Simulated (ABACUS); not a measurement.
# GaN (P6_3mc) in ABACUS: band structure with r2SCAN

Aim: the band structure of GaN with r2SCAN.

Program: ABACUS 3.10.1. These are calculated values, not measurements. Logs are shortened: lines on timing, memory, paths and dates and some standing lists are left out, and cuts for length are marked.

**What was measured.**

“Studying electronic properties in GaN without electrical contacts using γ-γ vs e−-γ Perturbed Angular Correlations”, 2019, pmc:6823545 quotes, for a bulk crystal of GaN: band gap 3.503 ± 0.005 eV (direct).

How close the calculation comes is told below.

## Step 1: The structure

It takes space group P6_3mc (No. 186, hexagonal). Conventional cell: a = 3.180 Å, b = 3.180 Å, c = 5.166 Å, α = 90.00°, β = 90.00°, γ = 120.00°. Ga (site symmetry 3m) has 4 N at 1.94 to 1.95 Å as nearest neighbours. N (site symmetry 3m) is surrounded by 4 Ga at 1.94 to 1.95 Å.

## Step 2: Band structure, r2SCAN

Input file INPUT:

```
INPUT_PARAMETERS
suffix              GaN
calculation         nscf
basis_type          pw
pseudo_dir          ./
symmetry            -1
dft_functional      MGGA_X_R2SCAN+MGGA_C_R2SCAN
ecutwfc             97.0
pseudo_rcut         10
nspin               1
nbands              28
ks_solver           dav
smearing_method     fd
smearing_sigma      0.00367493
scf_thr             1e-08
scf_nmax            100
mixing_type         broyden
mixing_beta         0.7
mixing_tau          1
init_chg            file
pw_diag_thr         1e-07
out_band            1
kpar                4
```

Input file STRU:

```
ATOMIC_SPECIES
Ga 69.7230 Ga_ONCV_PBE-1.2.upf
N 14.0070 N_ONCV_PBE-1.2.upf

LATTICE_CONSTANT
1.8897261246

LATTICE_VECTORS
3.1800000000 0.0000000000 0.0000000000
-1.5900000000 2.7539607840 0.0000000000
0.0000000000 0.0000000000 5.1660000000

ATOMIC_POSITIONS
Direct

Ga
0.0
2
0.6666666667 0.3333333333 0.5000000000 1 1 1
0.3333333333 0.6666666667 0.0000000000 1 1 1

N
0.0
2
0.6666666667 0.3333333333 0.8750000000 1 1 1
0.3333333333 0.6666666667 0.3750000000 1 1 1
```

Input file KPT:

```
K_POINTS
12
Line
0.00000000 0.00000000 0.00000000 10 // G
0.50000000 0.00000000 0.00000000 10 // M
0.33333333 0.33333333 0.00000000 10 // K
0.00000000 0.00000000 0.00000000 10 // G
0.00000000 0.00000000 0.50000000 10 // A
0.50000000 0.00000000 0.50000000 10 // L
0.33333333 0.33333333 0.50000000 10 // H
0.00000000 0.00000000 0.50000000 1 // A
0.50000000 0.00000000 0.50000000 10 // L
0.50000000 0.00000000 0.00000000 1 // M
0.33333333 0.33333333 0.00000000 10 // K
0.33333333 0.33333333 0.50000000 1 // H
```

Potentials or basis: SG15 ONCV 1.2 PBE, plane waves.

Command:

```bash
$ OMP_NUM_THREADS=1 mpirun -np 4 abacus > log
```

running log:

```text
ABACUS v3.10.1

               Atomic-orbital Based Ab-initio Computation at UStc

 ------------------------------------------------------------------------------------

 READING GENERAL INFORMATION
                           global_out_dir = OUT.GaN/
                           global_in_card = INPUT
                               pseudo_dir = ./
                              orbital_dir =
                                    DSIZE = 4
                                    GSIZE = 1
[... 5 lines left out ...]

 READING ATOM TYPE 1
                               atom label = Ga
                      L=0, number of zeta = 1
                      L=1, number of zeta = 1
                      L=2, number of zeta = 1
             number of atom for this type = 2

 READING ATOM TYPE 2
                               atom label = N
                      L=0, number of zeta = 1
                      L=1, number of zeta = 1
                      L=2, number of zeta = 1
             number of atom for this type = 2

                        TOTAL ATOM NUMBER = 4
DIRECT COORDINATES
    atom                   x                   y                   z     mag                  vx                  vy                  vz
taud_Ga1            0.6666666667        0.3333333333        0.5000000000  0.0000        0.0000000000        0.0000000000        0.0000000000
taud_Ga2            0.3333333333        0.6666666667        0.0000000000  0.0000        0.0000000000        0.0000000000        0.0000000000
taud_N1            0.6666666667        0.3333333333        0.8750000000  0.0000        0.0000000000        0.0000000000        0.0000000000
taud_N2            0.3333333333        0.6666666667        0.3750000000  0.0000        0.0000000000        0.0000000000        0.0000000000

                          Volume (Bohr^3) = 305.306
                             Volume (A^3) = 45.2417

 Lattice vectors: (Cartesian coordinate: in unit of a_0)
                +3.18                  +0                  +0
                -1.59            +2.75396                  +0
                   +0                  +0              +5.166
 Reciprocal vectors: (Cartesian coordinate: in unit of 2 pi/a_0)
            +0.314465           +0.181557                  -0
                   -0           +0.363113                  -0
                   +0                  -0           +0.193573
 The esolver type has been set to : ksdft_pw

                PAO radial cut off (Bohr) = 10

 Read in pseudopotential file is Ga_ONCV_PBE-1.2.upf
                     pseudopotential type = NC
          exchange-correlation functional = PBE
                 nonlocal core correction = 0
                        valence electrons = 13
                                     lmax = 2
                           number of zeta = 0
                     number of projectors = 6
                           L of projector = 0
                           L of projector = 0
                           L of projector = 1
                           L of projector = 1
                           L of projector = 2
                           L of projector = 2
 XC functional updated to : MGGA_X_R2SCAN+MGGA_C_R2SCAN
          exchange-correlation functional = MGGA_X_R2SCAN+MGGA_C_R2SCAN
                PAO radial cut off (Bohr) = 10

 Read in pseudopotential file is N_ONCV_PBE-1.2.upf
                     pseudopotential type = NC
          exchange-correlation functional = PBE
                 nonlocal core correction = 0
                        valence electrons = 5
                                     lmax = 1
                           number of zeta = 0
                     number of projectors = 4
                           L of projector = 0
                           L of projector = 0
                           L of projector = 1
                           L of projector = 1
 XC functional updated to : MGGA_X_R2SCAN+MGGA_C_R2SCAN
          exchange-correlation functional = MGGA_X_R2SCAN+MGGA_C_R2SCAN
     initial pseudo atomic orbital number = 0

 SETUP THE ELECTRONS NUMBER
            electron number of element Ga = 13
      total electron number of element Ga = 26
             electron number of element N = 5
       total electron number of element N = 10
            AUTOSET number of electrons:  = 36
                           occupied bands = 18
                                   NBANDS = 28
                                   NLOCAL = 36

%%%%%%%%%%%%%%%%%%%%%%%%%%%%%%%%%%%%%%%%%%%%%%%%%%%%%%%%%%%%%%%%%%%%%%%%%%%%%%%%%%%%%%%%%%%%%%%%%%%%%%%%%%
 Warning: the number of valence electrons in pseudopotential > 3 for Ga: [Ar] 3d10 4s2 4p1
 Pseudopotentials with additional electrons can yield (more) accurate outcomes, but may be less efficient.
 If you're confident that your chosen pseudopotential is appropriate, you can safely ignore this warning.
%%%%%%%%%%%%%%%%%%%%%%%%%%%%%%%%%%%%%%%%%%%%%%%%%%%%%%%%%%%%%%%%%%%%%%%%%%%%%%%%%%%%%%%%%%%%%%%%%%%%%%%%%%

 SETUP THE PLANE WAVE BASIS
 energy cutoff for charge/potential (unit:Ry) = 388
            fft grid for charge/potential = [ 40, 40, 64 ]
                        fft grid division = [ 1, 1, 1 ]
        big fft grid for charge/potential = [ 40, 40, 64 ]
                                     nbxx = 102400
                                     nrxx = 102400

 SETUP PLANE WAVES FOR CHARGE/POTENTIAL
                    number of plane waves = 39463
                         number of sticks = 955

 PARALLEL PW FOR CHARGE/POTENTIAL
     PROC   COLUMNS(POT)             PW
        1            955          39463
 --------------- sum -------------------
        1            955          39463
                            number of |g| = 1854
                                  max |g| = 35.0863
                                  min |g| = 0

----------- Double Check Mixing Parameters Begin ------------
mixing_type: broyden
mixing_beta: 0.7
mixing_gg0: 1
mixing_gg0_min: 0.1
mixing_ndim: 8
----------- Double Check Mixing Parameters End ------------

 SETUP K-POINTS
                                    nspin = 1
                                   nkstot = 93
K-POINTS DIRECT COORDINATES
 KPOINTS    DIRECT_X    DIRECT_Y    DIRECT_Z  WEIGHT
       1  0.00000000  0.00000000  0.00000000  1.0000
       2  0.05000000  0.00000000  0.00000000  1.0000
       3  0.10000000  0.00000000  0.00000000  1.0000
       4  0.15000000  0.00000000  0.00000000  1.0000
       5  0.20000000  0.00000000  0.00000000  1.0000
       6  0.25000000  0.00000000  0.00000000  1.0000
[... 22 lines left out ...]
      29  0.06666667  0.06666667  0.00000000  1.0000
      30  0.03333333  0.03333333  0.00000000  1.0000
[... 63 further k points ...]

           k-point number in this process = 24
       minimum distributed K point number = 23

[... K-POINTS CARTESIAN COORDINATES: 24 rows ...]

[... K-POINTS DIRECT COORDINATES: 24 rows ...]

 SETUP PLANE WAVES FOR WAVE FUNCTIONS
     energy cutoff for wavefunc (unit:Ry) = 97
              fft grid for wave functions = [ 40, 40, 64 ]
                    number of plane waves = 6027
                         number of sticks = 283

 PARALLEL PW FOR WAVE FUNCTIONS
     PROC   COLUMNS(POT)             PW
        1            283           6027
 --------------- sum -------------------
        1            283           6027

 SETUP NONLOCAL PSEUDOPOTENTIALS IN PLANE WAVE BASIS
 Ga non-local projectors:
 projector 1 L=0
 projector 2 L=0
 projector 3 L=1
 projector 4 L=1
 projector 5 L=2
 projector 6 L=2
 N non-local projectors:
 projector 1 L=0
 projector 2 L=0
 projector 3 L=1
 projector 4 L=1
      TOTAL NUMBER OF NONLOCAL PROJECTORS = 52

 Init Non-Local PseudoPotential table :
 Init Non-Local-Pseudopotential done.

                                     npwx = 4943

 -------------------------------------------
 NONSELF-CONSISTENT
 -------------------------------------------
                                 init_chg = file
 try to read charge from file
 Read in the charge density: OUT.GaN//GaN-CHARGE-DENSITY.restart
 try to read kinetic energy density from file
 Read in the kinetic energy density: OUT.GaN//GaN-TAU-DENSITY.restart

 PW ALGORITHM --------------- ION=   1  ELEC=   1--------------------------------

 k(1/93) Iter steps (avg)=15 threshold=1e-07

 k(2/93) Iter steps (avg)=19 threshold=1e-07

 k(3/93) Iter steps (avg)=14 threshold=1e-07
 k(4/93) Iter steps (avg)=15 threshold=1e-07
 k(5/93) Iter steps (avg)=15 threshold=1e-07
 k(6/93) Iter steps (avg)=16 threshold=1e-07
 k(7/93) Iter steps (avg)=19 threshold=1e-07
 k(8/93) Iter steps (avg)=16 threshold=1e-07
 k(9/93) Iter steps (avg)=15 threshold=1e-07
 k(10/93) Iter steps (avg)=16 threshold=1e-07
 k(11/93) Iter steps (avg)=16 threshold=1e-07
 k(12/93) Iter steps (avg)=16 threshold=1e-07
 k(13/93) Iter steps (avg)=19 threshold=1e-07
 k(14/93) Iter steps (avg)=19 threshold=1e-07
 k(15/93) Iter steps (avg)=21 threshold=1e-07
 k(16/93) Iter steps (avg)=22 threshold=1e-07
 k(17/93) Iter steps (avg)=22 threshold=1e-07
 k(18/93) Iter steps (avg)=22 threshold=1e-07
 k(19/93) Iter steps (avg)=19 threshold=1e-07

 k(20/93) Iter steps (avg)=21 threshold=1e-07
 k(21/93) Iter steps (avg)=18 threshold=1e-07
 k(22/93) Iter steps (avg)=17 threshold=1e-07

 k(23/93) Iter steps (avg)=15 threshold=1e-07
 k(24/93) Iter steps (avg)=14 threshold=1e-07
[... levels at 24 k points of this process ...]

 Density error is 0.00000000000
                          Error Threshold = 1.00000000000e-07
----------------------------------------------------------
     Energy           Rydberg                 eV
----------------------------------------------------------
 E_KohnSham     -300.0684063716      -4082.6401164335
 E_KS(sigma->0) -300.0684063716      -4082.6401164334
 E_Harris       -300.0684063716      -4082.6401164335
 E_band         1.4281439271         19.4308949721
 E_one_elec     -106.1685539384      -1444.4972819827
 E_Hartree      84.2403004466        1146.1480873063
 E_xc           -44.1332045092       -600.4630523241
 E_Ewald        -234.0069483707      -3183.8278694329
 E_entropy(-TS) -0.0000000000        -0.0000000002
 E_descf        0.0000000000         0.0000000000
 E_exx          0.0000000000         0.0000000000
 E_Fermi        0.8643394721         11.7599418263
----------------------------------------------------------

 charge density convergence is achieved
 final etot is -4082.6401164 eV
 EFERMI = 11.759941826 eV

 STATE ENERGY(eV) AND OCCUPATIONS    NSPIN == 1
 1/24 kpoint (Cartesian) = 0.0000 0.0000 0.0000 (4915 pws)
       1       -6.43697      0.0215054
       2       -5.26490      0.0215054
       3       -2.83138      0.0215054
       4       -2.80682      0.0215054
       5       -2.80682      0.0215054
       6       -2.73034      0.0215054
[... 20 lines left out ...]
      27        26.0808        0.00000
      28        27.1607        0.00000

 2/24 kpoint (Cartesian) = 0.015723 0.0090778 0.0000 (4927 pws)
       1       -6.41078      0.0215054
       2       -5.25585      0.0215054
       3       -2.82850      0.0215054
       4       -2.80270      0.0215054
       5       -2.80018      0.0215054
       6       -2.72750      0.0215054
[... 20 lines left out ...]
      27        25.8201        0.00000
      28        26.9806        0.00000

 3/24 kpoint (Cartesian) = 0.031447 0.018156 0.0000 (4941 pws)
       1       -6.33414      0.0215054
       2       -5.23010      0.0215054
       3       -2.81858      0.0215054
       4       -2.79095      0.0215054
       5       -2.78092      0.0215054
       6       -2.71784      0.0215054
[... 20 lines left out ...]
      27        25.1845        0.00000
      28        26.6722        0.00000

 4/24 kpoint (Cartesian) = 0.047170 0.027234 0.0000 (4941 pws)
       1       -6.21301      0.0215054
       2       -5.19189      0.0215054
       3       -2.80172      0.0215054
       4       -2.77410      0.0215054
       5       -2.74897      0.0215054
       6       -2.69792      0.0215054
[... 20 lines left out ...]
      27        24.5353        0.00000
      28        26.5164        0.00000

 5/24 kpoint (Cartesian) = 0.062893 0.036311 0.0000 (4934 pws)
       1       -6.05754      0.0215054
       2       -5.14717      0.0215054
       3       -2.78248      0.0215054
       4       -2.75562      0.0215054
       5       -2.70864      0.0215054
       6       -2.65588      0.0215054
[... 20 lines left out ...]
      27        24.1384        0.00000
      28        26.6584        0.00000

 6/24 kpoint (Cartesian) = 0.078616 0.045389 0.0000 (4928 pws)
       1       -5.88211      0.0215054
       2       -5.10259      0.0215054
       3       -2.76560      0.0215054
       4       -2.73942      0.0215054
       5       -2.67455      0.0215054
       6       -2.61452      0.0215054
[... 20 lines left out ...]
      27        24.1390        0.00000
      28        27.1314        0.00000

[... levels at 18 further k points ...]

 --------------------------------------------
 !FINAL_ETOT_IS -4082.640116433498 eV
 --------------------------------------------

 Output bands in file: OUT.GaN/BANDS_1.dat
```

Run time: 2.6 min. Hardware: 4 MPI ranks of Intel Xeon Platinum 8259CL at 2.50GHz (Skylake/Cascade Lake), shared host; peak memory 0.6 GiB.

What came out:

```
Band gap along the path : 2.12 eV, direct
```

Levels at the corners of the path, in eV from the Fermi level:
```csv
point,band 14,band 15,band 16,band 17,band 18,band 19,band 20,band 21,band 22,band 23
Γ,-2.27,-2.27,-1.20,-1.13,-1.13,0.99,3.44,8.86,9.25,9.25
M,-6.67,-5.59,-4.08,-3.47,-2.19,4.34,4.84,5.42,8.12,9.80
K,-6.75,-6.65,-4.30,-4.30,-3.96,4.47,7.21,7.21,7.99,9.51
Γ,-2.27,-2.27,-1.20,-1.13,-1.13,0.99,3.44,8.86,9.25,9.25
A,-5.18,-1.71,-1.71,-1.71,-1.71,3.43,3.43,7.99,7.99,9.82
L,-8.01,-3.21,-3.21,-3.18,-3.18,3.65,3.65,7.18,7.18,9.64
H,-7.58,-5.50,-5.50,-2.75,-2.75,5.75,5.75,6.78,6.78,8.59
A,-5.18,-1.71,-1.71,-1.71,-1.71,3.43,3.43,7.99,7.99,9.82
L,-8.01,-3.21,-3.21,-3.18,-3.18,3.65,3.65,7.18,7.18,9.64
M,-6.67,-5.59,-4.08,-3.47,-2.19,4.34,4.84,5.42,8.12,9.80
K,-6.75,-6.65,-4.30,-4.30,-3.96,4.47,7.21,7.21,7.99,9.51
H,-7.58,-5.50,-5.50,-2.75,-2.75,5.75,5.75,6.78,6.78,8.59
```

Caveat: the density is read from an earlier self-consistent run, whose mesh may be coarse.

## Step 3: Against experiment

Step 2. A measured gap of GaN is 3.503 eV (direct; quoted in “Studying electronic properties in GaN without electrical contacts using γ-γ vs e−-γ Perturbed Angular Correlations”, 2019, pmc:6823545); the calculated 2.12 eV misses it by -1.38 eV. Spin-orbit coupling on Ga is left out. The value is that of r2SCAN, without temperature or zero-point motion.
